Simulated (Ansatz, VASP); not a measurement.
Two plane-wave programs on Cu

```
CELL_PARAMETERS angstrom
2.53076 0.00000 0.00000
-1.26538 2.19171 0.00000
0.00000 0.00000 8.26182
ATOMIC_POSITIONS crystal
Cu 0.00000 0.00000 0.00000
Cu 0.00000 0.00000 0.50000
Cu 0.33333 0.66667 0.25000
Cu 0.66667 0.33333 0.75000
```

This isn't the form of Cu at room conditions, which is fcc.

Alike in both runs: task relaxation of cell and atoms; functional LDA; k mesh 11 × 11 × 3; no spin polarisation.

```csv
,VASP,Ansatz
version,VASP 6.6.1,Ansatz 0.2.0
potentials or method,"VASP PAW LDA potentials, release 64 (Cu)","plane waves, PAW"
plane-wave cutoff (eV),600,420
occupations,"methfessel-paxton of order 1, width 0.1 eV",methfessel-paxton of order 1
valence electrons in the cell,44,76
```

```csv
,VASP,Ansatz,Ansatz less VASP
relaxed volume (Å³/atom),10.93,10.87,-0.057
relaxed cell length with the largest relative difference (Å),2.486,2.481,-0.0044
energy change over the relaxation (meV/atom),-14,-17,-3.2
```

The two sets of potentials don't hold the same shells in valence.
